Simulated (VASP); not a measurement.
# TaN (P-62m) in VASP: further runs

One crystal, TaN, is run at these levels: r2SCAN; tasks: single point.

Program: VASP 6.6.1. These are calculated values, not measurements. Logs are shortened: lines on timing, memory, paths and dates and some standing lists are left out, and cuts for length are marked.

## (1) Starting point

It takes space group P-62m (No. 189, hexagonal). The conventional cell has a = 5.196 Å, b = 5.196 Å, c = 2.911 Å, α = 90.00°, β = 90.00°, γ = 120.00°. Ta (site symmetry -62m) is surrounded by 3 N at 2.04 Å. Ta (site symmetry -6) is surrounded by 6 N at 2.16 Å. N (site symmetry m2m) has 5 Ta at 2.04 to 2.16 Å as nearest neighbours.

## (2) Single point, r2SCAN

The input, INCAR:

```
SYSTEM = TaN
PREC     = Accurate       ! precision mode
ENCUT    = 1100           ! plane-wave cutoff, eV
EDIFF    = 1E-6           ! SCF threshold, eV
ISMEAR   = 0              ! smearing method
SIGMA    = 0.05           ! smearing width, eV
LREAL    = .False.        ! projectors in reciprocal space
LASPH    = .True.         ! aspherical terms in the spheres
NELM     = 100            ! most SCF steps
ALGO     = Normal         ! electronic algorithm
ISIF     = 2              ! what is computed and relaxed
LWAVE    = .False.        ! write WAVECAR
LCHARG   = .False.        ! write CHGCAR
METAGGA  = R2SCAN         ! meta-GGA
LMIXTAU  = .True.       
ADDGRID  = .False.
```

The input, KPOINTS:

```
Automatic mesh
0
Gamma
  2 2 2
  0 0 0
```

The input, POSCAR:

```
TaN
1.0
    5.1960000000      0.0000000000      0.0000000000
   -2.5980000000      4.4998679981      0.0000000000
    0.0000000000      0.0000000000      2.9110000000
Ta N
3 3
Direct
    0.0000000000      0.0000000000      0.0000000000
    0.6666666667      0.3333333333      0.5000000000
    0.3333333333      0.6666666667      0.5000000000
    0.0000000000      0.3928500000      0.0000000000
    0.6071500000      0.6071500000      0.0000000000
    0.3928500000      0.0000000000      0.0000000000
```

Potentials or basis: VASP PAW PBE potentials, release 64 (Ta_pv, N_h).

On the command line:

```bash
cat potpaw_PBE.64/Ta_pv/POTCAR potpaw_PBE.64/N_h/POTCAR > POTCAR
mpirun -np 1 vasp_std > vasp.out
```

OUTCAR:

```text
SYSTEM = TaN
   PREC = Accurate
   ENCUT = 1100
   EDIFF = 1E-6
   ISMEAR = 0
   LREAL = .False.
   LASPH = .True.
   NELM = 100
   ISIF = 2
   METAGGA = R2SCAN

 Found      4 irreducible k-points:

 Following reciprocal coordinates:
            Coordinates               Weight
  0.000000  0.000000  0.000000      1.000000
  0.500000  0.000000  0.000000      3.000000
  0.000000  0.000000  0.500000      1.000000
  0.500000  0.000000  0.500000      3.000000
   k-points           NKPTS =      4   k-points in BZ     NKDIM =      4   number of bands    NBANDS=     28
   number of dos      NEDOS =    301   number of ions     NIONS =      6
   total plane-waves  NPLWV = 100352
   dimension x,y,z NGX =    56 NGY =   56 NGZ =   32
   dimension x,y,z NGXF=   112 NGYF=  112 NGZF=   64
   ions per type =               3   3
   NGX,Y,Z   is equivalent  to a cutoff of  17.92, 17.92, 18.28 a.u.
   NGXF,Y,Z  is equivalent  to a cutoff of  35.83, 35.83, 36.55 a.u.
 SYSTEM =  TaN
   PREC   = accura    normal or accurate (medium, high low for compatibility)
   ISTART =      0    job   : 0-new  1-cont  2-samecut
   ICHARG =      2    charge: 1-file 2-atom 10-const
   ISPIN  =      1    spin polarized calculation?
   LNONCOLLINEAR =      F non collinear calculations
   LSORBIT =      F    spin-orbit coupling
   LASPH  =      T    aspherical Exc in radial PAW
   ENCUT  = 1100.0 eV  80.85 Ry    8.99 a.u.  14.05 14.05  7.87*2*pi/ulx,y,z
   NELM   =    100;   NELMIN=  2; NELMDL= -5     # of ELM steps
   EDIFF  = 0.1E-05   stopping-criterion for ELM
   LREAL  =      F    real-space projection
   EDIFFG = 0.1E-04   stopping-criterion for IOM
   NSW    =      0    number of steps for IOM
   IBRION =     -1    ionic relax: 0-MD 1-quasi-New 2-CG
   NFREE  =      0    steps in history (QN), initial steepest desc. (CG)
   ISIF   =      2    stress and relaxation
   ISYM   =      2    0-nonsym 1-usesym 2-fastsym
   POTIM  = 0.5000    time-step for ionic-motion
   TEBEG  =    0.0;   TEEND  =   0.0 temperature during run
   PSTRESS=    0.0 pullay stress
   NELECT =      48.0000    total number of electrons
   NUPDOWN=      -1.0000    fix difference up-down
   EMIN   =  10.00;   EMAX   =-10.00  energy-range for DOS
   EFERMI =   0.00;   METHOD = LEGACY
   ISMEAR =     0;   SIGMA  =   0.05  broadening in eV -4-tet -1-fermi 0-gaus
   EFERMI_NEDOS =   21; number of points for ismear=-14 and -15
   IALGO  =     38    algorithm
   IMIX   =      4    mixing-type and parameters
     AMIX     =   0.40;   BMIX     =  1.00
     AMIX_MAG =   1.60;   BMIX_MAG =  1.00
  volume/ion in A,a.u.               =      11.34        76.55
  Fermi-wavevector in a.u.,A,eV,Ry     =   1.457197  2.753703 28.890916  2.123422
  Thomas-Fermi vector in A             =   2.574026
   LORBIT       =      0    0 simple, 1 ext, 2 COOP (PROOUT), +10 PAW based schemes
   METAGGA = R2SCAN    functional components
   LHFCALC =     F    Hartree Fock is set to
   AEXX    =    0.0000 exact exchange contribution
   IVDW    =     0    specifies the selected vdW correction
   LEPSILON=     F    determine dielectric tensor
   LRPA    =     F    only Hartree local field effects (RPA)
 non-spin polarized calculation
 Gauss-broadening in eV      SIGMA  =   0.05
  energy-cutoff  :     1100.00
  volume of cell :       68.06
 maximum number of plane-waves:      5656
   NGX = 29   NGY = 29   NGZ = 15

 number of electron      48.0000000 magnetization

 Free energy of the ion-electron system (eV)
  ---------------------------------------------------
  ext. energy  EPLUGINS =         0.00000000
  ---------------------------------------------------
  free energy    TOTEN  =      -182.23044503 eV

  energy without entropy =     -182.23044503  energy(sigma->0) =     -182.23044503

 E-fermi :   8.0341     XC(G=0): -13.9740

 val. band max:        7.6900896379   @ k =   0.0000   0.0000   0.0000
 cond. band min:       9.1557424183   @ k =   0.5000   0.0000   0.5000
 fundamental gap:      1.4656527804
 Fermi energy:         8.0341492873

 k-point     1 :       0.0000    0.0000    0.0000
  band No.  band energies     occupation
      1     -29.0309      2.00000
      2     -29.0309      2.00000
      3     -28.6542      2.00000
      4     -28.6542      2.00000
      5     -28.5058      2.00000
      6     -28.3948      2.00000
      7     -28.1259      2.00000
      8     -28.1259      2.00000
      9     -27.5043      2.00000
     10     -10.7233      2.00000
     11      -7.9928      2.00000
     12      -7.9928      2.00000
     13      -1.0555      2.00000
     14       1.7871      2.00000
     15       1.7871      2.00000
     16       1.8955      2.00000
     17       2.6306      2.00000
     18       2.6306      2.00000
     19       3.4199      2.00000
     20       3.4199      2.00000
     21       4.0446      2.00000
     22       5.1487      2.00000
     23       6.6152      2.00000
     24       7.6901      2.00000
     25       7.6901      2.00000
     26       9.3283      0.00000
     27       9.3283      0.00000
     28      10.5374      0.00000

 k-point     2 :       0.5000    0.0000    0.0000
  band No.  band energies     occupation
      1     -29.1050      2.00000
      2     -28.9208      2.00000
      3     -28.7282      2.00000
      4     -28.5595      2.00000
      5     -28.4671      2.00000
      6     -28.4314      2.00000
      7     -28.1770      2.00000
      8     -28.1419      2.00000
      9     -27.5071      2.00000
     10      -9.5741      2.00000
     11      -9.1213      2.00000
     12      -8.1655      2.00000
     13      -0.4325      2.00000
     14       0.3727      2.00000
     15       0.5467      2.00000
     16       2.5721      2.00000
     17       2.7262      2.00000
     18       3.1970      2.00000
     19       3.7399      2.00000
     20       3.8281      2.00000
     21       4.4204      2.00000
     22       4.5496      2.00000
     23       5.6744      2.00000
     24       5.9068      2.00000
     25       9.9843      0.00000
     26      10.5463      0.00000
     27      10.6960      0.00000
     28      11.2185      0.00000

 k-point     3 :       0.0000    0.0000    0.5000
  band No.  band energies     occupation
      1     -29.3684      2.00000
      2     -29.1664      2.00000
      3     -28.8768      2.00000
      4     -28.8768      2.00000
      5     -28.4920      2.00000
      6     -28.4920      2.00000
      7     -28.2146      2.00000
      8     -28.1153      2.00000
      9     -28.1153      2.00000
     10      -8.6068      2.00000
     11      -8.6068      2.00000
     12      -8.4189      2.00000
     13      -0.7159      2.00000
     14       0.4899      2.00000
     15       0.4899      2.00000
     16       1.1258      2.00000
     17       1.1258      2.00000
     18       2.9972      2.00000
     19       3.9269      2.00000
     20       3.9269      2.00000
     21       4.1095      2.00000
     22       5.5928      2.00000
     23       5.5928      2.00000
     24      10.6196      0.00000
     25      10.6196      0.00000
     26      10.6204      0.00000
     27      11.0748      0.00000
     28      11.0748      0.00000

 k-point     4 :       0.5000    0.0000    0.5000
  band No.  band energies     occupation
      1     -29.3249      2.00000
      2     -29.2352      2.00000
      3     -28.9067      2.00000
      4     -28.8045      2.00000
      5     -28.5923      2.00000
      6     -28.4607      2.00000
      7     -28.1885      2.00000
      8     -28.1158      2.00000
      9     -28.0894      2.00000
     10      -8.8595      2.00000
     11      -8.4678      2.00000
     12      -8.1294      2.00000
     13      -0.2994      2.00000
     14       0.5656      2.00000
     15       0.7175      2.00000
     16       0.7655      2.00000
     17       1.4289      2.00000
     18       2.1002      2.00000
     19       2.9580      2.00000
     20       3.7073      2.00000
     21       4.4388      2.00000
     22       5.2096      2.00000
     23       6.4837      2.00000
     24       7.6392      2.00000
     25       9.1557      0.00000
     26      10.2331      0.00000
     27      12.0347      0.00000
     28      12.1842      0.00000

------------------------ aborting loop because EDIFF is reached ----------------------------------------

  FORCE on cell =-STRESS in cart. coord.  units (eV):
  Direction    XX          YY          ZZ          XY          YZ          ZX
  --------------------------------------------------------------------------------------
  -------------------------------------------------------------------------------------
  Total        3.7302670      3.7302670     -9.2759873      0.0000000      0.0000000     -0.0000000
  in kB       87.8090692     87.8090692   -218.3532230      0.0000000      0.0000000     -0.0000000
  external PRESSURE =     -14.2450282 kB  Pullay stress =       0.0000000 kB

 VOLUME and BASIS-vectors are now :
 -----------------------------------------------------------------------------
  energy-cutoff  :     1100.00
  volume of cell :       68.06
      direct lattice vectors                 reciprocal lattice vectors
     5.196000000  0.000000000  0.000000000     0.192455735  0.111114371  0.000000000
    -2.598000000  4.499867998  0.000000000     0.000000000  0.222228741  0.000000000
     0.000000000  0.000000000  2.911000000     0.000000000  0.000000000  0.343524562

 POSITION                                       TOTAL-FORCE (eV/Angst)
 -----------------------------------------------------------------------------------
      0.00000      0.00000      0.00000         0.000000     -0.000000      0.000000
      2.59800      1.49996      1.45550        -0.000000     -0.000000      0.000000
     -0.00000      2.99991      1.45550         0.000000     -0.000000      0.000000
     -1.02062      1.76777      0.00000        -0.143537      0.248613      0.000000
      1.57738      2.73209      0.00000        -0.143537     -0.248613      0.000000
      2.04125      0.00000      0.00000         0.287074     -0.000000      0.000000
 -----------------------------------------------------------------------------------
    total drift:                               -0.000001     -0.000002      0.000000

  FREE ENERGIE OF THE ION-ELECTRON SYSTEM (eV)
  ---------------------------------------------------
  free  energy   TOTEN  =      -182.2304450342 eV

  energy  without entropy=     -182.2304450342  energy(sigma->0) =     -182.23044503
```

Run time: 2 min. Hardware: 1 thread of AMD EPYC 7R43 (Zen 3), shared host; peak memory 0.31 GiB.

The run converged, but some of its settings lie outside the range that counts as converged, so its numbers aren't taken as properties of the crystal.

What came out:

```yaml
Free_energy: -182.2304 eV
Pressure: -1.4 GPa
Largest_force: 0.287 eV/Å
Band_gap_on_the_k_mesh: none (metal or under the smearing width)
```

Caveat: the k mesh is coarse (spacing up to 1.08 Å⁻¹), so the values aren't converged; the PAW data sets were made with another functional, which shifts forces and pressure a little.

## (3) Single point, r2SCAN

INCAR is that of step 2.

KPOINTS is that of step 2.

The input, POSCAR:

```
TaN
1.0
    5.1960000000      0.0000000000      0.0000000000
   -2.5980000000      4.4998679981      0.0000000000
    0.0000000000      0.0000000000      2.9110000000
Ta N
3 3
Direct
    0.0082240000      0.0059790000      0.0032830000
    0.6900180000      0.3505730000      0.5070180000
    0.3353080000      0.6708310000      0.4997380000
    0.0255380000      0.3921070000      0.0118120000
    0.6043600000      0.5819970000      0.0066510000
    0.3895660000     -0.0001100000      0.0346090000
```

Potentials or basis: VASP PAW PBE potentials, release 64 (Ta_pv, N_h).

On the command line:

```bash
cat potpaw_PBE.64/Ta_pv/POTCAR potpaw_PBE.64/N_h/POTCAR > POTCAR
mpirun -np 1 vasp_std > vasp.out
```

Run time: 3.8 min. Hardware: 1 thread of AMD EPYC 7R43 (Zen 3), shared host; peak memory 0.3 GiB.

These settings aren't checked as converged: the numbers below hold their error.

Results:

```
Free energy            : -181.6678 eV
Pressure               : 2.0 GPa
Largest force          : 3.048 eV/Å
Band gap on the k mesh : none (metal or under the smearing width)
```

Caveat: the k mesh is coarse (spacing up to 1.08 Å⁻¹), so the values aren't converged; the PAW data sets were made with another functional, which shifts forces and pressure a little.

## (4) Single point, r2SCAN

INCAR: that of step 3 with these lines changed.

```diff
@@ -2,3 +2,3 @@
 PREC     = Accurate       ! precision mode
-ENCUT    = 1100           ! plane-wave cutoff, eV
+ENCUT    = 900            ! plane-wave cutoff, eV
 EDIFF    = 1E-6           ! SCF threshold, eV
```

The input, KPOINTS:

```
Automatic mesh
0
Gamma
  2 2 3
  0 0 0
```

The input, POSCAR:

```
TaN
1.0
    5.1960000000      0.0000000000      0.0000000000
   -2.5980000000      4.4998679981      0.0000000000
    0.0000000000      0.0000000000      2.9110000000
Ta N
3 3
Direct
    0.0000000000      0.0000000000      0.0000000000
    0.6666666667      0.3333333333      0.5000000000
    0.3333333333      0.6666666667      0.5000000000
    0.0000000000      0.3928500000      0.0000000000
    0.6071500000      0.6071500000      0.0000000000
    0.3928500000      0.0000000000      0.0000000000
```

On the command line:

```bash
cat potpaw_PBE.64/Ta_pv/POTCAR potpaw_PBE.64/N_h/POTCAR > POTCAR
mpirun -np 1 vasp_std > vasp.out
```

Wall time 2 min (1 thread of AMD EPYC 7R43 (Zen 3), shared host); peak memory 0.26 GiB.

These settings aren't checked as converged: the numbers below hold their error.

What came out:

- Free energy: -180.9478 eV
- Pressure: 2.5 GPa
- Largest force: 0.346 eV/Å
- Band gap on the k mesh: none (metal or under the smearing width)

Caveat: the k mesh is coarse (spacing up to 0.72 Å⁻¹), so the values aren't converged; the cutoff is under 1.25 times the usual one of these potentials, so pressure, stress and relaxed cells hold a basis-set (Pulay) error; the PAW data sets were made with another functional, which shifts forces and pressure a little.
